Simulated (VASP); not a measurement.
## HfO2 under pressure and tension

How does HfO2 change with the volume? The starting structure is a measured crystal structure from the Crystallography Open Database. All runs use LDA. The equilibrium cell comes from relaxations that aren't shown. At each volume, shape and positions are relaxed as far as symmetry leaves them free.

Calculated with VASP 6.6.1; Kohn-Sham DFT with plane waves and PAW; LDA.

## (1) Set-up

It takes space group P2_1/c (No. 14, monoclinic). The conventional cell has a = 5.150 Å, b = 5.185 Å, c = 5.342 Å, α = 90.00°, β = 98.95°, γ = 90.00°. Nearest to Hf lie 7 O at 1.98 to 2.26 Å. Nearest to O lie 3 Hf at 1.98 to 2.22 Å. Nearest to O lie 4 Hf at 2.13 to 2.26 Å. Farther neighbours and most contacts between anions are not listed.

Structure file:

```
Hf O
1.0
     5.15010    0.00000    0.00000
     0.00000    5.18520    0.00000
    -0.83085    0.00000    5.27679
Hf O
4 8
Direct
  0.28000 0.04920 0.21700
  0.72000 0.54920 0.28300
  0.72000 0.95080 0.78300
  0.28000 0.45080 0.71700
  0.06930 0.32650 0.34290
  0.93070 0.82650 0.15710
  0.93070 0.67350 0.65710
  0.06930 0.17350 0.84290
  0.46070 0.74890 0.48880
  0.53930 0.24890 0.01120
  0.53930 0.25110 0.51120
  0.46070 0.75110 0.98880
```

## (2) Relaxation at the equilibrium volume

File INCAR:

```
SYSTEM = HfO2
PREC = Accurate
ENCUT = 560
EDIFF = 1E-07
NELM = 100
ISMEAR = 0
SIGMA = 0.03
LREAL = .FALSE.
ALGO = Normal
GGA = CA
NBANDS = 56
LASPH = .TRUE.
LORBIT = 11
LWAVE = .FALSE.
LCHARG = .FALSE.
KPAR = 8
NCORE = 2
IBRION = 2
NSW = 50
ISIF = 4
EDIFFG = -0.003
```

File POSCAR:

```
HfO2
1.0
    5.0315526859      0.0000000000     -0.0254343860
    0.0000000000      5.1254514751      0.0000000000
   -0.8375334458      0.0000000000      5.1248521348
Hf O
4 8
Direct
    0.2779185438      0.0425222615      0.2079668469
    0.7220814562      0.5425222615      0.2920331531
    0.7220814562      0.9574777385      0.7920331531
    0.2779185438      0.4574777385      0.7079668469
    0.0733682657      0.3417219237      0.3369088607
    0.9266317343      0.8417219237      0.1630911393
    0.9266317343      0.6582780763      0.6630911393
    0.0733682657      0.1582780763      0.8369088607
    0.4461531119      0.7585902042      0.4819223077
    0.5538468881      0.2585902042      0.0180776923
    0.5538468881      0.2414097958      0.5180776923
    0.4461531119      0.7414097958      0.9819223077
```

File KPOINTS:

```
Automatic mesh
0
Gamma
4 4 4
0 0 0
```

The projector-augmented-wave data sets are Hf_pv and O (LDA family, release 64).

Run with:

```bash
mpirun -np 16 vasp_std
```

What it wrote:

```text
[banner, memory and clock lines left out]
running   16 mpi-ranks, on    1 nodes
 distrk:  each k-point on    2 cores,    8 groups
 distr:  one band on    2 cores,    1 groups

 POSCAR found type information on POSCAR HfO
 POSCAR found :  2 types and      12 ions
 LDA part: xc-table for (Slater(with rela. corr.)+CA(PZ))
 , standard interpolation
 POSCAR, INCAR and KPOINTS ok, starting setup
 FFT: planning ... GRIDC
 FFT: planning ... GRID_SOFT
 FFT: planning ... GRID
 WAVECAR not read
 entering main loop
       N       E                     dE             d eps       ncg     rms          rms(c)
DAV:   1     0.570841754968E+03    0.57084E+03   -0.52842E+04  3360   0.167E+03
DAV:   2    -0.118179167174E+03   -0.68902E+03   -0.66682E+03  4184   0.418E+02
DAV:   3    -0.153418375018E+03   -0.35239E+02   -0.35090E+02  3976   0.856E+01
DAV:   4    -0.153869117791E+03   -0.45074E+00   -0.45002E+00  4168   0.105E+01
DAV:   5    -0.153875880971E+03   -0.67632E-02   -0.67612E-02  4048   0.121E+00    0.122E+02
DAV:   6    -0.133639380454E+03    0.20237E+02   -0.10557E+02  3744   0.415E+01    0.997E+01
DAV:   7    -0.133108654062E+03    0.53073E+00   -0.56396E+00  4088   0.116E+01    0.519E+01
DAV:   8    -0.133011155607E+03    0.97498E-01   -0.35243E-01  3880   0.316E+00    0.869E+00
DAV:   9    -0.132982972611E+03    0.28183E-01   -0.11876E-01  3832   0.181E+00    0.429E+00
DAV:  10    -0.132980786873E+03    0.21857E-02   -0.11480E-02  4168   0.520E-01    0.635E-01
DAV:  11    -0.132980802796E+03   -0.15923E-04   -0.14038E-03  4056   0.203E-01    0.326E-01
DAV:  12    -0.132980833462E+03   -0.30666E-04   -0.37921E-04  3904   0.955E-02    0.244E-01
DAV:  13    -0.132980808656E+03    0.24805E-04   -0.13412E-04  3848   0.507E-02    0.183E-02
DAV:  14    -0.132980808284E+03    0.37224E-06   -0.13214E-05  4192   0.180E-02    0.390E-02
DAV:  15    -0.132980808351E+03   -0.66797E-07   -0.16318E-06  3960   0.574E-03    0.760E-03
DAV:  16    -0.132980808341E+03    0.98953E-08   -0.85217E-08  2416   0.144E-03
   1 F= -.13298081E+03 E0= -.13298081E+03  d E =-.132981E+03
 curvature:   0.00 expect dE= 0.000E+00 dE for cont linesearch  0.000E+00
 trial: gam= 0.00000 g(F)=  0.310E-05 g(S)=  0.252E-06 ort = 0.000E+00 (trialstep = 0.100E+01)
 search vector abs. value=  0.335E-05
 reached required accuracy - stopping structural energy minimisation
```

Wall time 12 s (16 MPI ranks of Intel Xeon 6975P-C (Granite Rapids), shared host); peak memory 3.8 GiB.

Lines that name or quote the potential files are left out of all logs, and their timing lines are given in words.

From OUTCAR (step 2):

```text
ion  position               nearest neighbor table
   1  0.278  0.043  0.208-   5 2.02   6 2.03   9 2.11   8 2.11  10 2.14  12 2.19  11 2.19   3 3.27
                             4 3.36   4 3.36   2 3.38   2 3.38   3 3.38   3 3.48   2 3.87   2 3.87
   2  0.722  0.543  0.292-   6 2.02   5 2.03  10 2.11   7 2.11   9 2.14  11 2.19  12 2.19   4 3.27
                             3 3.36   3 3.36   1 3.38   1 3.38   4 3.38   4 3.48   1 3.87   1 3.87
   3  0.722  0.957  0.792-   7 2.02   8 2.03  11 2.11   6 2.11  12 2.14  10 2.19   9 2.19   1 3.27
                             2 3.36   2 3.36   4 3.38   4 3.38   1 3.38   1 3.48   4 3.87   4 3.87
   4  0.278  0.457  0.708-   8 2.02   7 2.03  12 2.11   5 2.11  11 2.14   9 2.19  10 2.19   2 3.27
                             1 3.36   1 3.36   3 3.38   3 3.38   2 3.38   2 3.48   3 3.87   3 3.87
   5  0.073  0.342  0.337-   1 2.02   2 2.03   4 2.11
   6  0.927  0.842  0.163-   2 2.02   1 2.03   3 2.11
   7  0.927  0.658  0.663-   3 2.02   4 2.03   2 2.11
   8  0.073  0.158  0.837-   4 2.02   3 2.03   1 2.11
   9  0.446  0.759  0.482-   1 2.11   2 2.14   4 2.19   3 2.19
  10  0.554  0.259  0.018-   2 2.11   1 2.14   3 2.19   4 2.19
  11  0.554  0.241  0.518-   3 2.11   4 2.14   2 2.19   1 2.19
  12  0.446  0.741  0.982-   4 2.11   3 2.14   1 2.19   2 2.19

  LATTYP: Found a simple monoclinic cell.
 ALAT       =     5.0316169706
 B/A-ratio  =     1.0186489761
 C/A-ratio  =     1.0320416934
 COS(beta)  =    -0.1662729213

 Subroutine GETGRP returns: Found  4 space group operations
 (whereof  2 operations were pure point group operations)

The static configuration has the point symmetry S_2 .
 The point group associated with its full space group is C_2h.

 Found     30 irreducible k-points:

   k-points           NKPTS =     30   k-points in BZ     NKDIM =     30   number of bands    NBANDS=     56

   dimension x,y,z NGX =    40 NGY =   40 NGZ =   40
   dimension x,y,z NGXF=    80 NGYF=   80 NGZF=   80

   ENCUT  =  560.0 eV  41.16 Ry    6.42 a.u.   9.71  9.89 10.02*2*pi/ulx,y,z

   NELECT =      88.0000    total number of electrons

 k-points in reciprocal lattice and weights: Automatic mesh
   0.00000000  0.00000000  0.00000000       0.016
   0.25000000  0.00000000  0.00000000       0.031
   0.50000000  0.00000000  0.00000000       0.016
   0.00000000  0.25000000  0.00000000       0.031
   0.25000000  0.25000000  0.00000000       0.062
   0.50000000  0.25000000  0.00000000       0.031
   0.00000000  0.50000000  0.00000000       0.016
   0.25000000  0.50000000  0.00000000       0.031
   0.50000000  0.50000000  0.00000000       0.016
[...]
0.25000000  0.50000000  0.50000000       0.031
   0.50000000  0.50000000  0.50000000       0.016

 average (electrostatic) potential at core
       1 -37.5291       2 -37.5291       3 -37.5291       4 -37.5291       5 -70.9928
       6 -70.9928       7 -70.9928       8 -70.9928       9 -71.4714      10 -71.4714
      11 -71.4714      12 -71.4714

 E-fermi :   3.4002

 k-point     1 :       0.0000    0.0000    0.0000
  band No.  band energies     occupation
    ...
     40       2.1725      2.00000
     41       2.5604      2.00000
     42       2.7353      2.00000
     43       3.0499      2.00000
     44       3.2304      2.00000
     45       7.6218      0.00000
     46       8.3730      0.00000
     47       8.4664      0.00000
     48       8.7604      0.00000
     49       8.9761      0.00000
    ...

 k-point     2 :       0.2500    0.0000    0.0000
  band No.  band energies     occupation
    ...
     40       2.2743      2.00000
     41       2.4811      2.00000
     42       2.6203      2.00000
     43       2.7190      2.00000
     44       3.1795      2.00000
     45       7.5739      0.00000
     46       7.9681      0.00000
     47       8.4729      0.00000
     48       8.6115      0.00000
     49       9.2021      0.00000
    ...

 k-point     3 :       0.5000    0.0000    0.0000
  band No.  band energies     occupation
    ...
     40       2.2489      2.00000
     41       2.4916      2.00000
     42       2.5680      2.00000
     43       2.8259      2.00000
     44       3.1271      2.00000
     45       7.1636      0.00000
     46       8.3535      0.00000
     47       8.5507      0.00000
     48       8.5624      0.00000
     49       9.0658      0.00000
    ...

  Total        0.0277412      0.0209939      0.0302247      0.0000000      0.0000000     -0.0029223
  in kB        0.3365728      0.2547107      0.3667043      0.0000000      0.0000000     -0.0354549
  external PRESSURE =       0.3193293 kB  Pullay stress =       0.0000000 kB

  energy-cutoff  :      560.00
  volume of cell :      132.06
      direct lattice vectors                 reciprocal lattice vectors
     5.031552686  0.000000000 -0.025434386     0.198910130  0.000000000  0.032507062
     0.000000000  5.125451475  0.000000000     0.000000000  0.195104764  0.000000000
    -0.837533446  0.000000000  5.124852135     0.000987181  0.000000000  0.195288912

 POSITION                                       TOTAL-FORCE (eV/Angst)
 -----------------------------------------------------------------------------------
      1.22418      0.21795      1.05873        -0.001450      0.000503     -0.001823
      3.38860      2.78067      1.47826         0.001450      0.000503      0.001823
      2.96984      4.90751      4.04069         0.001450     -0.000503      0.001823
      0.80542      2.34478      3.62116        -0.001450     -0.000503     -0.001823
      0.08698      1.75148      1.72474        -0.000638     -0.001534      0.001431
      4.52580      4.31420      0.81225         0.000638     -0.001534     -0.001431
      4.10704      3.37397      3.37468         0.000638      0.001534     -0.001431
     -0.33178      0.81125      4.28717        -0.000638      0.001534      0.001431
      1.84122      3.88812      2.45843         0.001175      0.001377      0.001514
      2.77157      1.32539      0.07856        -0.001175      0.001377     -0.001514
      2.35280      1.23733      2.64098        -0.001175     -0.001377     -0.001514
      1.42245      3.80006      5.02086         0.001175     -0.001377      0.001514
 -----------------------------------------------------------------------------------
    total drift:                               -0.000000     -0.000000      0.000000

  FREE ENERGIE OF THE ION-ELECTRON SYSTEM (eV)
  ---------------------------------------------------
  free  energy   TOTEN  =      -132.9808083410 eV

  energy  without entropy=     -132.9808083410  energy(sigma->0) =     -132.98080834

 reached required accuracy - stopping structural energy minimisation

 total charge
# of ion       s       p       d       tot
------------------------------------------
    1        0.332   6.702   1.585   8.619
    2        0.332   6.702   1.585   8.619
    3        0.332   6.702   1.585   8.619
    4        0.332   6.702   1.585   8.619
    5        1.551   3.551   0.000   5.102
    6        1.551   3.551   0.000   5.102
    7        1.551   3.551   0.000   5.102
    8        1.551   3.551   0.000   5.102
    9        1.546   3.549   0.000   5.095
   10        1.546   3.549   0.000   5.095
   11        1.546   3.549   0.000   5.095
   12        1.546   3.549   0.000   5.095
--------------------------------------------------
tot         13.715  55.208   6.341  75.264

[... 3 further parts left out ...]
```

CONTCAR:

```
HfO2
   1.00000000000000
     5.0315526859000004    0.0000000000000000   -0.0254343860000000
     0.0000000000000000    5.1254514751000002    0.0000000000000000
    -0.8375334458000000    0.0000000000000000    5.1248521348000002
  Hf              O
     4     8
Direct
     0.2779185437999985    0.0425222614999967    0.2079668468999998
     0.7220814562000015    0.5425222614999967    0.2920331531000002
     0.7220814562000015    0.9574777385000033    0.7920331531000002
     0.2779185437999985    0.4574777385000033    0.7079668468999998
     0.0733682656999974    0.3417219236999998    0.3369088606999995
     0.9266317343000026    0.8417219236999998    0.1630911393000005
     0.9266317343000026    0.6582780763000002    0.6630911393000005
     0.0733682656999974    0.1582780763000002    0.8369088606999995
     0.4461531119000028    0.7585902041999972    0.4819223077000032
     0.5538468880999972    0.2585902041999972    0.0180776922999968
     0.5538468880999972    0.2414097958000028    0.5180776922999968
     0.4461531119000028    0.7414097958000028    0.9819223077000032
```

The run keeps the 4 symmetry operations of its start, so it cannot find a distortion of lower symmetry.

The equilibrium volume: 11.005 Å³ an atom and a pressure of 0.03 GPa, and 3.933 eV of gap on the mesh. Further runs on this cell, not shown, give the modes Bg (9) 782.9, Bu (7) 747.4, Ag (1) 126.9 cm⁻¹.

## (3) Relaxation at 0.96 of the equilibrium volume

INCAR is that of step 2.

POSCAR: that of step 2 with these lines changed.

```diff
@@ -2,5 +2,5 @@
 1.0
-    5.0315526859      0.0000000000     -0.0254343860
-    0.0000000000      5.1254514751      0.0000000000
-   -0.8375334458      0.0000000000      5.1248521348
+    4.9635503946      0.0000000000     -0.0250906359
+    0.0000000000      5.0561801257      0.0000000000
+   -0.8262140387      0.0000000000      5.0555888856
 Hf O
```

KPOINTS is that of step 2.

Run with:

```bash
mpirun -np 16 vasp_std
```

What it wrote:

```text
[... set-up lines as in an earlier step ...]
 entering main loop
       N       E                     dE             d eps       ncg     rms          rms(c)
DAV:   1     0.578605283785E+03    0.57861E+03   -0.52769E+04  3360   0.168E+03
DAV:   2    -0.118594481510E+03   -0.69720E+03   -0.67644E+03  4216   0.424E+02
DAV:   3    -0.153028801381E+03   -0.34434E+02   -0.34291E+02  3944   0.852E+01
DAV:   4    -0.153459166475E+03   -0.43037E+00   -0.42972E+00  4152   0.103E+01
[...]
DAV:  14    -0.132773861539E+03    0.27388E-06   -0.11661E-05  4200   0.165E-02    0.372E-02
DAV:  15    -0.132773861581E+03   -0.41169E-07   -0.12586E-06  3752   0.506E-03    0.605E-03
DAV:  16    -0.132773861572E+03    0.87603E-08   -0.10435E-07  2400   0.164E-03
   1 F= -.13277386E+03 E0= -.13277386E+03  d E =-.132774E+03
[... from here on, the cycles between the ionic steps are left out ...]
   2 F= -.13277984E+03 E0= -.13277984E+03  d E =-.598337E-02
   3 F= -.13278401E+03 E0= -.13278401E+03  d E =-.101450E-01
   5 F= -.13279329E+03 E0= -.13279329E+03  d E =-.928774E-02
   7 F= -.13280804E+03 E0= -.13280804E+03  d E =-.147448E-01
   9 F= -.13282036E+03 E0= -.13282036E+03  d E =-.123250E-01
  11 F= -.13283425E+03 E0= -.13283425E+03  d E =-.553892E-02
  13 F= -.13284153E+03 E0= -.13284153E+03  d E =-.403346E-02
  15 F= -.13284729E+03 E0= -.13284729E+03  d E =-.152982E-02
  17 F= -.13284788E+03 E0= -.13284788E+03  d E =-.143608E-03
  19 F= -.13284806E+03 E0= -.13284806E+03  d E =-.953212E-04
  21 F= -.13284808E+03 E0= -.13284808E+03  d E =-.220696E-04
  23 F= -.13284809E+03 E0= -.13284809E+03  d E =-.670306E-05
  25 F= -.13284810E+03 E0= -.13284810E+03  d E =-.103494E-04
  26 F= -.13284810E+03 E0= -.13284810E+03  d E =-.440626E-05
 trial-energy change:   -0.000004  1 .order   -0.000004   -0.000006   -0.000002
 step:   1.5885(harm=  1.5885)  dis= 0.00034  next Energy=  -132.848100 (dE=-0.492E-05)
 reached required accuracy - stopping structural energy minimisation
```

Wall time 1.8 min (16 MPI ranks); peak memory 4.5 GiB.

OUTCAR, selected parts (step 3):

```text
  Total        5.7809584      5.7997437      5.8001428      0.0000000      0.0000000      0.0041670
  in kB       73.0604982     73.2979091     73.3029525      0.0000000      0.0000000      0.0526635
  external PRESSURE =      73.2204532 kB  Pullay stress =       0.0000000 kB

 POSITION                                       TOTAL-FORCE (eV/Angst)
 -----------------------------------------------------------------------------------
      1.21296      0.20964      1.05466        -0.000890     -0.000676      0.000903
      3.34371      2.77128      1.46853         0.000890     -0.000676     -0.000903
      2.95658      4.91364      3.96936         0.000890      0.000676     -0.000903
      0.82582      2.35200      3.55549        -0.000890      0.000676      0.000903
      0.17816      1.86508      1.59005         0.000809      0.001032     -0.002198
      4.37851      4.42672      0.93313        -0.000809      0.001032      0.002198
      3.99137      3.25819      3.43397        -0.000809     -0.001032      0.002198
     -0.20897      0.69655      4.09088         0.000809     -0.001032     -0.002198
      1.81324      3.89903      2.44380         0.000229     -0.000657     -0.000271
      2.74344      1.33739      0.07938        -0.000229     -0.000657      0.000271
      2.35630      1.22425      2.58021        -0.000229      0.000657      0.000271
      1.42610      3.78589      4.94464         0.000229      0.000657     -0.000271
 -----------------------------------------------------------------------------------
    total drift:                                0.000000      0.000000     -0.000000

  FREE ENERGIE OF THE ION-ELECTRON SYSTEM (eV)
  ---------------------------------------------------
  free  energy   TOTEN  =      -132.8480995330 eV

  energy  without entropy=     -132.8480995330  energy(sigma->0) =     -132.84809953

[... 2 parts as in an earlier step ...]

[... 2 further parts left out ...]
[key lines of the parts left out:]
E-fermi :   3.6128
```

Logs of long relaxations may skip ionic steps without a mark.

0.96 of the equilibrium volume: 10.564 Å³ an atom and a pressure of 7.32 GPa, and 4.300 eV of gap on the mesh. Further runs on this cell, not shown, give the modes Bg (9) 792.2, Bu (7) 772.4, Ag (1) 145.7 cm⁻¹.

(Part 1 of 3 ends here.)

[Lines on the potential files, build, host, timing and source positions are cut from VASP's logs without a mark.]

[Logs are printed without paths, hosts, clocks, repeated set-up lines and the standing remarks that a program may print on its own settings, such as how far it seeks lower states.]

[Hosts, paths, dates, database ids (printed as entryN), source tags and the programs' standing remarks are cut or masked in the printed files.]
